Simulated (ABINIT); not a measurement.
# La2O3 (P321) in ABINIT: band structure with LDA

Aim: the band structure of La2O3 with LDA.

Everything below comes from runs of ABINIT 10.8.3 (patched build). Logs are shortened: lines on timing, memory, paths and dates and some standing lists are left out, and cuts for length are marked. The log counts tension as positive stress, the text compression.

## Step 1: The structure

Symmetry: P321, No. 150, trigonal system. Conventional cell: a = 6.370 Å, b = 6.370 Å, c = 3.290 Å, α = 90.00°, β = 90.00°, γ = 120.00°. Around La (site symmetry 3) lie 6 O at 2.46 to 2.47 Å. O (site symmetry 2) has 4 La at 2.46 to 2.47 Å as nearest neighbours.

The cell comes from a database or a generator and needn't be the stable form of this composition.

## Step 2: Band structure, LDA

run.abi

```
# Datasets: ground state, then fixed potential
ndtset 2

# Pseudopotentials
pp_dirpath "./"
pseudos "La.LDA_PW-JTH.xml, O.LDA_PW-JTH.xml"

# Structure
acell 6.3702727145 6.3702727145 3.2898942108 Angstrom
rprim
     1.0000000000     0.0000000000     0.0000000000
    -0.5000000000     0.8660254038     0.0000000000
     0.0000000000     0.0000000000     1.0000000000
ntypat 2
znucl 57 8
natom 5
typat 1 1 2 2 2
xred
     0.6666666667     0.3333333333     0.4981030000
     0.3333333333     0.6666666667     0.5018970000
     0.5046070000     0.0000000000     0.0000000000
     0.0000000000     0.5046070000     0.0000000000
     0.4953930000     0.4953930000     0.0000000000

# Plane-wave basis
ecut 23.0
pawecutdg 45.0

# Exchange and correlation
ixc 7

# Bands and occupations
occopt 3
tsmear 0.00183747

# SCF cycle
nstep 100

# Output
iomode 3
prtwf 0
prteig 0
prtebands 0
enunit 1
prtden1 1
prtvha1 1
prtvclmb1 1
prtpot1 1

# Dataset 1
kptopt1 1
ngkpt1 5 5 8
nshiftk1 1
shiftk1 0.0 0.0 0.0
nband1 27
tolvrs1 1.0e-9

# Dataset 2: bands along G-M-K-G-A-L-H-A
iscf2 -2
getden2 1
nband2 33
nbdbuf2 4
tolwfr2 1.0e-11
kptopt2 -7
ndivsm2 6
prteig2 1
kptbounds2
     0.0000000000     0.0000000000     0.0000000000
     0.5000000000     0.0000000000     0.0000000000
     0.3333333333     0.3333333333     0.0000000000
     0.0000000000     0.0000000000     0.0000000000
     0.0000000000     0.0000000000     0.5000000000
     0.5000000000     0.0000000000     0.5000000000
     0.3333333333     0.3333333333     0.5000000000
     0.0000000000     0.0000000000     0.5000000000
```

Potentials or basis: JTH PAW LDA v2.0.

On the command line:

```sh
$ abinit run.abi > log 2>&1
```

run.abo:

```text
.Version 10.8.3 of ABINIT
 DATASET    1 : space group P3 2 1 (#150); Bravais hP (primitive hexag.)
================================================================================
 Values of the parameters that define the memory need for DATASET  1.
     intxc =       0    ionmov =       0      iscf =      17    lmnmax =      32
     lnmax =       8     mgfft =      54  mpssoang =       4    mqgrid =    3149
     natom =       5  nloc_mem =       2    nspden =       1   nspinor =       1
    nsppol =       1      nsym =       6    n1xccc =       1    ntypat =       2
    occopt =       3   xclevel =       1
       mpw =        4136          nfft =       87480          nkpt =          31
 PAW method is used; the additional fine FFT grid is defined by:
   mgfftf=        75    nfftf =    225000
================================================================================
================================================================================

 DATASET    2 : space group P3 2 1 (#150); Bravais hP (primitive hexag.)
================================================================================
 Values of the parameters that define the memory need for DATASET  2.
     intxc =       0    ionmov =       0      iscf =      -2    lmnmax =      32
     lnmax =       8     mgfft =      54  mpssoang =       4    mqgrid =    3149
     natom =       5  nloc_mem =       2    nspden =       1   nspinor =       1
    nsppol =       1      nsym =       6    n1xccc =       1    ntypat =       2
    occopt =       3   xclevel =       1
       mpw =        4145          nfft =       87480          nkpt =          74
 PAW method is used; the additional fine FFT grid is defined by:
   mgfftf=        75    nfftf =    225000
================================================================================
================================================================================

--------------------------------------------------------------------------------
------------- Echo of variables that govern the present computation ------------
--------------------------------------------------------------------------------
 -outvars: echo values of preprocessed input variables --------
            acell      1.2038070778E+01  1.2038070778E+01  6.2169990416E+00 Bohr
              amu      1.38905500E+02  1.59994000E+01
             ecut      2.30000000E+01 Hartree
           enunit           1
           getden1          0
           getden2          1
             iscf1         17
             iscf2         -2
                       outvar_i_n : Printing only first  50 k-points.
              ixc           7
           jdtset        1    2
                       outvar_i_n : Printing only first  50 k-points.
           kptopt1          1
           kptopt2         -7
         kptrlatt        5    0    0      0    5    0      0    0    8
          kptrlen1     4.97359923E+01
          kptrlen2     3.00000000E+01
            natom           5
            nband1         27
            nband2         33
           nbdbuf1          0
           nbdbuf2          4
           ndtset           2
           ndivsm1          0
           ndivsm2          6
            ngfft          54      54      30
          ngfftdg          75      75      40
             nkpt1         31
             nkpt2         74
            nstep         100
             nsym           6
           ntypat           2
           occopt           3
        pawecutdg      4.50000000E+01 Hartree
        prtebands           0
           prteig1          0
           prteig2          1
           prtpot1          1
           prtpot2          0
         prtvclmb1          1
         prtvclmb2          0
           prtvha1          1
           prtvha2          0
            prtwf           0
            rprim      1.0000000000E+00  0.0000000000E+00  0.0000000000E+00
                      -5.0000000000E-01  8.6602540380E-01  0.0000000000E+00
                       0.0000000000E+00  0.0000000000E+00  1.0000000000E+00
           shiftk1     0.00000000E+00  0.00000000E+00  0.00000000E+00
           shiftk2     5.00000000E-01  5.00000000E-01  5.00000000E-01
          spgroup         150
[... 1170 lines left out ...]
 Non-SCF case, kpt   74 (  0.00000  0.00000  0.50000), residuals and eigenvalues=
  4.69E-12  7.92E-12  6.00E-12  5.87E-12  4.15E-12  4.59E-12  5.05E-12  9.34E-12
  2.80E-12  4.03E-12  2.89E-12  7.53E-12  7.62E-12  8.61E-12  2.75E-12  8.31E-12
  9.27E-12  4.85E-12  2.11E-12  9.19E-12  4.50E-12  9.48E-12  8.37E-12  9.97E-12
  6.36E-12  8.42E-12  9.38E-12  8.17E-12  8.46E-12  6.70E-12  8.56E-12  4.10E-12
  9.12E-10
 -1.0904E+00 -1.0852E+00 -6.3667E-01 -5.5545E-01 -5.5545E-01 -5.4410E-01
 -5.0889E-01 -5.0889E-01 -4.7931E-01 -4.7931E-01 -4.1637E-01 -9.3428E-02
 -9.3428E-02 -7.6404E-02 -3.5034E-02 -3.5034E-02 -2.1844E-02 -2.1844E-02
  9.3367E-03  1.8690E-02  1.7398E-01  1.7450E-01  1.7712E-01  1.7913E-01
  1.7913E-01  1.7957E-01  1.7958E-01  1.7958E-01  1.9341E-01  1.9354E-01
  1.9354E-01  1.9504E-01  2.0334E-01

--- !ResultsGS
iteration_state: {dtset: 2, }
comment   : Summary of ground state results
lattice_vectors:
- [ 12.0380708,   0.0000000,   0.0000000, ]
- [ -6.0190354,  10.4252751,   0.0000000, ]
- [  0.0000000,   0.0000000,   6.2169990, ]
lattice_lengths: [  12.03807,   12.03807,    6.21700, ]
lattice_angles: [ 90.000,  90.000, 120.000, ] # degrees, (23, 13, 12)
lattice_volume:   7.8023462E+02
convergence: {deltae:  0.000E+00, res2:  0.000E+00, residm:  9.986E-12, diffor:  0.000E+00, }
etotal    :  -1.13157721E+02
entropy   :   0.00000000E+00
fermie    :   4.61021252E-02
cartesian_stress_tensor: null
pressure_GPa: null
xred      :
- [  6.6667E-01,   3.3333E-01,   4.9810E-01, La]
- [  3.3333E-01,   6.6667E-01,   5.0190E-01, La]
- [  5.0461E-01,   1.4803E-16,   1.1102E-16,  O]
- [  3.7007E-17,   5.0461E-01,   1.1102E-16,  O]
- [  4.9539E-01,   4.9539E-01,   1.1102E-16,  O]
cartesian_forces: null
force_length_stats: {min: null, max: null, mean: null, }
...

 Integrated electronic density in atomic spheres:
 ------------------------------------------------
 Atom  Sphere_radius  Integrated_density
    1        2.51647          7.95881167
    2        2.51647          7.95881167
    3        1.41465          4.49102659
    4        1.41465          4.49102659
    5        1.41465          4.49102659

================================================================================

 ----iterations are completed or convergence reached----

 Mean square residual over all n,k,spin=   63.264E-13; max=  99.862E-13
 reduced coordinates (array xred) for    5 atoms
       0.666666666667      0.333333333333      0.498103000000
       0.333333333333      0.666666666667      0.501897000000
       0.504607000000      0.000000000000      0.000000000000
       0.000000000000      0.504607000000      0.000000000000
       0.495393000000      0.495393000000      0.000000000000

 cartesian coordinates (angstrom) at end:
    1      3.18513635725000     1.83893933329700     1.63870617608211
    2     -0.00000000000000     3.67787866659399     1.65118803471789
    3      3.21448420364570     0.00000000000000     0.00000000000000
    4     -1.60724210182285     2.78382498047099     0.00000000000000
    5      1.57789425542715     2.73299301942000     0.00000000000000
 length scales= 12.038070777748 12.038070777748  6.216999041622 bohr
              =  6.370272714500  6.370272714500  3.289894210800 angstroms
 Eigenvalues (   eV  ) for nkpt=  74  k points:
 kpt#   1, nband= 33, wtk=  1.00000, kpt=  0.0000  0.0000  0.0000 (reduced coord)
 -30.00674  -29.81679  -16.63284  -16.63284  -14.95251  -13.49133  -13.49133  -12.74972
 -12.43368  -11.61114  -11.61114   -2.68451   -1.52463   -1.52463   -1.34878   -1.34878
  -0.43574   -0.43574   -0.13894    0.07075    1.99790    3.87918    4.43181    4.43181
   5.21677    5.22556    5.22556    5.22692    5.28620    5.45669    5.45671    5.50005
   5.57167
 kpt#   2, nband= 33, wtk=  1.00000, kpt=  0.0500  0.0000  0.0000 (reduced coord)
 -30.00573  -29.81787  -16.63323  -16.62673  -14.97137  -13.48959  -13.47129  -12.74809
 -12.43551  -11.61948  -11.61259   -2.67434   -1.52469   -1.51705   -1.35324   -1.34401
  -0.45211   -0.43551   -0.14696    0.06042    2.01570    3.89633    4.42948    4.43812
   5.21715    5.22459    5.22648    5.22658    5.28494    5.45298    5.45518    5.50299
   5.56376
 kpt#   3, nband= 33, wtk=  1.00000, kpt=  0.1000  0.0000  0.0000 (reduced coord)
 -30.00274  -29.82104  -16.63436  -16.60855  -15.02462  -13.48456  -13.41444  -12.74326
 -12.44094  -11.64429  -11.61680   -2.64417   -1.52483   -1.49456   -1.36593   -1.32970
  -0.49982   -0.43493   -0.17041    0.02994    2.06840    3.94579    4.42216    4.45637
   5.21735    5.21825    5.22920    5.22960    5.28132    5.44377    5.45068    5.51027
[... 413 lines left out ...]
   4.89117    4.89131    4.91140    4.93133    5.25579    5.26666    5.27242    5.32147
   5.52308
 kpt#  73, nband= 33, wtk=  1.00000, kpt=  0.0278  0.0278  0.5000 (reduced coord)
 -29.67019  -29.53124  -17.31952  -15.20693  -15.11461  -14.70815  -13.84852  -13.84408
 -13.04655  -13.04139  -11.34334   -2.53700   -2.52818   -2.07292   -0.95976   -0.95564
  -0.59865   -0.59658    0.24495    0.49345    4.73390    4.73533    4.82060    4.87911
   4.88429    4.88581    4.89290    4.89611    5.26016    5.26659    5.26909    5.31093
   5.53157
 kpt#  74, nband= 33, wtk=  1.00000, kpt=  0.0000  0.0000  0.5000 (reduced coord)
 -29.67089  -29.53052  -17.32474  -15.11458  -15.11458  -14.80575  -13.84753  -13.84753
 -13.04263  -13.04263  -11.33009   -2.54230   -2.54230   -2.07907   -0.95332   -0.95332
  -0.59441   -0.59441    0.25406    0.50858    4.73436    4.74841    4.81974    4.87451
   4.87451    4.88646    4.88665    4.88665    5.26301    5.26657    5.26657    5.30738
   5.53323

== END DATASET(S) ==============================================================
================================================================================

 -outvars: echo values of variables after computation  --------
            acell      1.2038070778E+01  1.2038070778E+01  6.2169990416E+00 Bohr
           etotal1    -1.1315772069E+02
            fcart1    -4.3368086184E-20 -1.5178830456E-19  1.9854699001E-04
                      -4.3368087615E-20 -1.5178830373E-19 -1.9854699001E-04
                      -1.0847413064E-03  1.2909678251E-20 -5.4210108624E-21
                       5.4237065319E-04 -9.3941352784E-04 -5.4210108627E-21
                       5.4237065319E-04  9.3941352784E-04 -5.4210108624E-21
            rprim      1.0000000000E+00  0.0000000000E+00  0.0000000000E+00
                      -5.0000000000E-01  8.6602540380E-01  0.0000000000E+00
                       0.0000000000E+00  0.0000000000E+00  1.0000000000E+00
           strten1     1.3481186420E-04  1.3481186386E-04  2.0850361738E-04
                       0.0000000000E+00  0.0000000000E+00  0.0000000000E+00
           xangst      3.1851363573E+00  1.8389393333E+00  1.6387061761E+00
                      -7.4454542882E-16  3.6778786666E+00  1.6511880347E+00
                       3.2144842036E+00  8.1665311549E-16  3.6525163014E-16
                      -1.6072421018E+00  2.7838249805E+00  3.6525163014E-16
                       1.5778942554E+00  2.7329930194E+00  3.6525163014E-16
             xred      6.6666666667E-01  3.3333333333E-01  4.9810300000E-01
                       3.3333333333E-01  6.6666666667E-01  5.0189700000E-01
                       5.0460700000E-01  1.4802973662E-16  1.1102230246E-16
                       3.7007434155E-17  5.0460700000E-01  1.1102230246E-16
                       4.9539300000E-01  4.9539300000E-01  1.1102230246E-16
 Calculation completed.
```

Run time: 11 min. Hardware: 1 thread of Intel Xeon Platinum 8488C (Sapphire Rapids), shared host; peak memory 0.3 GiB.

Results:

- Free energy: -3079.1784 eV
- Pressure: -4.7 GPa
- Largest force: 0.056 eV/Å
- Band gap on the k mesh: 1.49 eV, indirect (least direct gap 1.93 eV)
- Band gap along the path: 1.49 eV, indirect (least direct gap 1.93 eV)
- Valence electrons inside the program's atomic spheres: La 7.96; O 4.49

Forces on the atoms (eV/Å):
```
La   0.000  0.000  0.010
La   0.000  0.000 -0.010
O   -0.056  0.000  0.000
O    0.028 -0.048  0.000
O    0.028  0.048  0.000
```

Levels at the corners of the path, in eV from the valence-band top:
| point | band 17 | band 18 | band 19 | band 20 | band 21 | band 22 | band 23 | band 24 |
| --- | --- | --- | --- | --- | --- | --- | --- | --- |
| Γ | -0.94 | -0.94 | -0.65 | -0.44 | 1.49 | 3.37 | 3.92 | 3.92 |
| M | -1.55 | -1.12 | -1.02 | -0.89 | 2.60 | 3.40 | 4.17 | 4.25 |
| K | -1.30 | -1.28 | -1.28 | -0.94 | 3.08 | 3.08 | 4.09 | 4.40 |
| Γ | -0.94 | -0.94 | -0.65 | -0.44 | 1.49 | 3.37 | 3.92 | 3.92 |
| A | -1.10 | -1.10 | -0.25 | 0.00 | 4.23 | 4.24 | 4.31 | 4.37 |
| L | -1.56 | -1.28 | -0.62 | -0.60 | 4.26 | 4.28 | 4.33 | 4.35 |
| H | -1.68 | -1.62 | -0.65 | -0.65 | 4.31 | 4.31 | 4.38 | 4.38 |
| A | -1.10 | -1.10 | -0.25 | 0.00 | 4.23 | 4.24 | 4.31 | 4.37 |

Caveat: spin-orbit coupling is left out, which moves the levels of the heavy elements.
